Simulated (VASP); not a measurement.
Input of a VASP 6.6.1 run:

Contents of INCAR:

```
ALGO = Fast
EDIFF = 1E-6
ENCUT = 520
GGA = PE
ISIF = 2
ISMEAR = 0
LASPH = T
LCHARG = F
LREAL = F
LWAVE = F
NBANDS = 33
NELM = 100
PREC = Accurate
SIGMA = 0.02
```

File KPOINTS:

```
k-points
0
Gamma
  10 10 10
```

The input POSCAR:

```
TiO2
1.0
   -1.8996082692      1.8996082692      4.8485069446
    1.8996082692     -1.8996082692      4.8485069446
    1.8996082692      1.8996082692     -4.8485069446
Ti O
2 4
Direct
    0.0000000000      0.0000000000      0.0000000000
    0.7500000000      0.2500000000      0.5000000000
    0.2064947469      0.2064947469      0.0000000000
    0.9564947469      0.4564947469      0.5000000000
    0.5435052531      0.0435052531      0.5000000000
    0.7935052531      0.7935052531      0.0000000000
```

Potentials or basis: VASP PAW PBE potentials, release 64 (Ti_sv, O).

Launch:

```console
$ cat potpaw_PBE.64/Ti_sv/POTCAR potpaw_PBE.64/O/POTCAR > POTCAR
$ mpirun -np 1 vasp_std > vasp.out
```

Question: Predict the band gap on the k mesh.

Answer: 2.11 eV, indirect (least direct gap 2.41 eV).

Question: Predict the pressure.

Answer: 0.6 GPa.

Question: What does it give for the largest force?

Answer: 0.019 eV/Å.

Stress tensor (GPa, compression positive):
```
0.60 0.00 0.00
0.00 0.60 0.00
0.00 0.00 0.70
```

A k mesh can miss the band edges. A hybrid or GW would open this gap; PBE tends to underestimate it.
